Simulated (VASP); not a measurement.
# MgO in VASP: one cell, several levels of theory

Aim: gap, levels, forces and stress of MgO in the rocksalt structure, under -2.0 % equal strain in all directions at fixed geometry. Runs: PBE, r2SCAN. The results are then set beside those of Ansatz 0.2.0 for the same cell.

Code: VASP 6.6.1. PAW datasets, plane waves. Spin-unpolarised throughout; all numbers are computed.

## 1. The system as given

The cell comes from an earlier relaxation with r2SCAN in another program.

The symmetry is Fm-3m (No. 225, cubic); conventional cell a = 4.120 Å, 8.74 Å³ an atom. Near Mg stand 6 O at 2.06 Å; near O stand 6 Mg at 2.06 Å.

Structure file:

```
CELL_PARAMETERS angstrom
0.00000 2.06012 2.06012
2.06012 0.00000 2.06012
2.06012 2.06012 0.00000
ATOMIC_POSITIONS crystal
Mg 0.00000 0.00000 0.00000
O 0.50000 0.50000 0.50000
```

## 2. Single point with PBE

Contents of INCAR:

```
ENCUT = 520.000000
SIGMA = 0.020000
EDIFF = 1.00e-07
GGA = PE
PREC = Accurate
IBRION = -1
ISIF = 2
ISMEAR = -1
NBANDS = 11
NELM = 120
NSW = 0
LASPH = .TRUE.
LCHARG = .FALSE.
LWAVE = .FALSE.
LREAL = .FALSE.
```

Contents of KPOINTS:

```
KPOINTS created by Atomic Simulation Environment
0
Gamma
10 10 10
0 0 0
```

Contents of KPOINTS_OPT:

```
special points
6
Reciprocal
0.0000000000 0.0000000000 0.0000000000 1
0.5000000000 0.0000000000 0.5000000000 1
0.6250000000 0.2500000000 0.6250000000 1
0.3750000000 0.3750000000 0.7500000000 1
0.5000000000 0.5000000000 0.5000000000 1
0.5000000000 0.2500000000 0.7500000000 1
```

Contents of POSCAR:

```
Mg O
 1.0000000000000000
     0.0000000000000000    2.0601240670999998    2.0601240670999998
     2.0601240670999998    0.0000000000000000    2.0601240670999998
     2.0601240670999998    2.0601240670999998    0.0000000000000000
 Mg  O
   1   1
Cartesian
  0.0000000000000000  0.0000000000000000  0.0000000000000000
  2.0601240670999998  2.0601240670999998  2.0601240670999998
```

Potentials: the recommended PBE PAW datasets, 8 valence electrons in the neutral cell.

The run is started by

```console
> mpirun -np 1 vasp_std
```

Standard output, without the iteration lines:

```text
POSCAR found type information on POSCAR MgO
 POSCAR found :  2 types and       2 ions
 LDA part: xc-table for (Slater+PW92), standard interpolation
 POSCAR, INCAR and KPOINTS ok, starting setup
 FFT: planning ... GRIDC
 FFT: planning ... GRID_SOFT
 FFT: planning ... GRID
 WAVECAR not read
 entering main loop
 Start KPOINTS_OPT (optional k-point list driver)
k-point batch [1-6\6]
```

OSZICAR:

```text
N       E                     dE             d eps       ncg     rms          rms(c)
DAV:   1     0.156114641595E+02    0.15611E+02   -0.47106E+03  1186   0.650E+02
DAV:   2    -0.128152021422E+02   -0.28427E+02   -0.27469E+02  1194   0.139E+02
DAV:   3    -0.134090256681E+02   -0.59382E+00   -0.59324E+00  1226   0.172E+01
DAV:   4    -0.134102493362E+02   -0.12237E-02   -0.12237E-02  1142   0.927E-01
DAV:   5    -0.134102529623E+02   -0.36261E-05   -0.36260E-05  1187   0.490E-02    0.730E+00
DAV:   6    -0.118432475744E+02    0.15670E+01   -0.83324E+00  1073   0.163E+01    0.212E+00
DAV:   7    -0.118344415633E+02    0.88060E-02   -0.57208E-02  1148   0.206E+00    0.133E+00
DAV:   8    -0.118298550999E+02    0.45865E-02   -0.23659E-02  1091   0.175E+00    0.217E-01
DAV:   9    -0.118295162428E+02    0.33886E-03   -0.59399E-04  1181   0.165E-01    0.117E-01
DAV:  10    -0.118295256806E+02   -0.94378E-05   -0.48337E-04  1145   0.159E-01    0.126E-02
DAV:  11    -0.118295267597E+02   -0.10791E-05   -0.41507E-06  1187   0.166E-02    0.434E-03
DAV:  12    -0.118295265858E+02    0.17391E-06   -0.47174E-07  1169   0.540E-03    0.443E-04
DAV:  13    -0.118295266090E+02   -0.23169E-07   -0.31270E-08   616   0.938E-04
   1 F= -.11829527E+02 E0= -.11829527E+02  d E =-.111414E-12
       N       E                     dE             ncg
DAV:   1     0.488626429866E+03   -0.20892E+04      164
DAV:   2     0.357905977513E+03   -0.13072E+03      156
DAV:   3     0.356033776588E+03   -0.18722E+01      156
DAV:   4     0.356029562711E+03   -0.42139E-02      150
DAV:   5     0.356029549158E+03   -0.13553E-04      156
DAV:   6     0.356029549095E+03   -0.63449E-07      144
```

The lines after F= are the extra pass for the points of KPOINTS_OPT, at fixed density; their E is not a total energy.

Parts of OUTCAR:

```text
k-points           NKPTS =     47   k-points in BZ     NKDIM =     47   number of bands    NBANDS=     11

   NELECT =       8.0000    total number of electrons

   dimension x,y,z NGX =    24 NGY =   24 NGZ =   24
   dimension x,y,z NGXF=    48 NGYF=   48 NGZF=   48

  energy-cutoff  :      520.00
  volume of cell :       17.49
      direct lattice vectors                 reciprocal lattice vectors
     0.000000000  2.060124067  2.060124067    -0.242703829  0.242703829  0.242703829
     2.060124067  0.000000000  2.060124067     0.242703829 -0.242703829  0.242703829
     2.060124067  2.060124067  0.000000000     0.242703829  0.242703829 -0.242703829

 k-points in reciprocal lattice and weights: KPOINTS created by Atomic Simulation Env
   0.00000000  0.00000000  0.00000000       0.001
   0.10000000  0.00000000  0.00000000       0.008
   0.20000000  0.00000000  0.00000000       0.008
   0.30000000  0.00000000  0.00000000       0.008
   0.40000000  0.00000000  0.00000000       0.008
   0.50000000  0.00000000  0.00000000       0.004
   0.10000000  0.10000000  0.00000000       0.006
   0.20000000  0.10000000  0.00000000       0.024
[... 39 more k-points ...]

 E-fermi :   4.1848

 k-point     1 :       0.0000    0.0000    0.0000
  band No.  band energies     occupation
      1     -13.9141      2.00000
      2       3.7016      2.00000
      3       3.7016      2.00000
      4       3.7016      2.00000
      5       9.0995      0.00000
      6      19.8743      0.00000
      7      19.8743      0.00000
      8      19.8743      0.00000
      9      23.9695      0.00000
     10      25.8239      0.00000
     11      25.8239      0.00000

 k-point     2 :       0.1000    0.0000    0.0000
  band No.  band energies     occupation
      1     -13.7966      2.00000
      2       3.0364      2.00000
      3       3.6257      2.00000
      4       3.6257      2.00000
      5       9.7201      0.00000
      6      18.6058      0.00000
      7      20.1398      0.00000
      8      20.1398      0.00000
      9      25.1869      0.00000
     10      25.1869      0.00000
     11      25.7489      0.00000

 k-point     3 :       0.2000    0.0000    0.0000
  band No.  band energies     occupation
      1     -13.4700      2.00000
      2       1.6487      2.00000
      3       3.4338      2.00000
      4       3.4338      2.00000
      5      10.9050      0.00000
      6      17.1152      0.00000
      7      20.7091      0.00000
      8      20.7091      0.00000
      9      24.5244      0.00000
     10      24.5244      0.00000
     11      27.0463      0.00000

 k-point     4 :       0.3000    0.0000    0.0000
  band No.  band energies     occupation
      1     -13.0255      2.00000
      2       0.2300      2.00000
      3       3.2087      2.00000
      4       3.2087      2.00000
      5      11.7668      0.00000
      6      16.5639      0.00000
      7      20.9502      0.00000
      8      20.9502      0.00000
      9      24.9589      0.00000
     10      24.9589      0.00000
     11      26.4593      0.00000

 k-point     5 :       0.4000    0.0000    0.0000
  band No.  band energies     occupation
      1     -12.6228      2.00000
      2      -0.8212      2.00000
      3       3.0352      2.00000
      4       3.0352      2.00000
      5      12.0166      0.00000
      6      16.8333      0.00000
      7      20.8018      0.00000
      8      20.8018      0.00000
      9      25.8487      0.00000
     10      26.2699      0.00000
     11      26.2699      0.00000

 k-point     6 :       0.5000    0.0000    0.0000
  band No.  band energies     occupation
      1     -12.4556      2.00000
      2      -1.2135      2.00000
      3       2.9708      2.00000
      4       2.9708      2.00000
      5      12.0272      0.00000
      6      17.0742      0.00000
      7      20.7053      0.00000
      8      20.7053      0.00000
      9      25.6209      0.00000
     10      27.0557      0.00000
     11      27.0557      0.00000

 k-point     7 :       0.1000    0.1000    0.0000
  band No.  band energies     occupation
      1     -13.7583      2.00000
      2       2.9683      2.00000
      3       3.5357      2.00000
      4       3.5357      2.00000
      5       9.9236      0.00000
      6      18.1801      0.00000
      7      20.2815      0.00000
      8      20.2815      0.00000
      9      24.0126      0.00000
     10      26.1453      0.00000
     11      26.3692      0.00000

 k-point     8 :       0.2000    0.1000    0.0000
  band No.  band energies     occupation
      1     -13.5042      2.00000
      2       1.9491      2.00000
      3       3.3368      2.00000
      4       3.3601      2.00000
      5      10.9294      0.00000
      6      16.9242      0.00000
      7      20.7048      0.00000
      8      20.7875      0.00000
      9      22.9288      0.00000
     10      26.0080      0.00000
     11      28.1690      0.00000

 k-point     9 :       0.3000    0.1000    0.0000
  band No.  band energies     occupation
      1     -13.1020      2.00000
      2       0.6547      2.00000
      3       3.0903      2.00000
      4       3.1138      2.00000
      5      11.9672      0.00000
      6      16.2234      0.00000
      7      20.5295      0.00000
      8      21.1544      0.00000
      9      23.2177      0.00000
     10      26.1392      0.00000
     11      27.9662      0.00000

 k-point    10 :       0.4000    0.1000    0.0000
  band No.  band energies     occupation
      1     -12.6840      2.00000
      2      -0.4450      2.00000
      3       2.8087      2.00000
      4       2.9490      2.00000
      5      12.4359      0.00000
      6      16.4477      0.00000
      7      19.9743      0.00000
      8      21.1218      0.00000
      9      24.5344      0.00000
     10      26.9833      0.00000
     11      27.4472      0.00000

 k-point    11 :       0.5000    0.1000    0.0000
  band No.  band energies     occupation
      1     -12.4332      2.00000
      2      -1.0272      2.00000
      3       2.6177      2.00000
      4       2.8962      2.00000
      5      12.5053      0.00000
      6      16.9069      0.00000
      7      19.6792      0.00000
      8      20.9928      0.00000
      9      25.7738      0.00000
     10      27.2233      0.00000
     11      27.3708      0.00000

[... the tables of k-points 12 to 47 left out ...]

  Total        1.8221157      1.8221157      1.8221157      0.0000000     -0.0000000      0.0000000
  in kB      166.9461498    166.9461498    166.9461498      0.0000000     -0.0000000      0.0000000
  external PRESSURE =     166.9461498 kB  Pullay stress =       0.0000000 kB

 POSITION                                       TOTAL-FORCE (eV/Angst)
 -----------------------------------------------------------------------------------
      0.00000      0.00000      0.00000        -0.000000      0.000000      0.000000
      2.06012      2.06012      2.06012         0.000000     -0.000000      0.000000
 -----------------------------------------------------------------------------------
    total drift:                               -0.000000     -0.000000      0.000000

  FREE ENERGIE OF THE ION-ELECTRON SYSTEM (eV)
  ---------------------------------------------------
  free  energy   TOTEN  =       -11.8295266090 eV

  energy  without entropy=      -11.8295266090  energy(sigma->0) =      -11.82952661
```

Hardware: 1 MPI rank of Intel Xeon Platinum 8488C, shared host.

The levels at the points of KPOINTS_OPT are read from vasprun.xml.

Levels at the named points, in eV from the top of band v (v: the last filled band by count, c: the next):

| point | v−1 | v | c | c+1 |
| --- | --- | --- | --- | --- |
| Γ | 0.00 | 0.00 | 5.40 | 16.17 |
| X | -1.44 | -1.44 | 9.19 | 10.71 |
| U | -2.90 | -1.24 | 10.41 | 12.56 |
| K | -2.90 | -1.24 | 10.41 | 12.56 |
| L | -0.73 | -0.73 | 8.33 | 13.37 |
| W | -3.17 | -1.89 | 12.10 | 12.10 |

The PBE gap is 5.40 eV, direct at Γ. The pressure is 16.69 GPa; the forces vanish within 0.01 eV/Å.

(Part 1 of 2 ends here.)
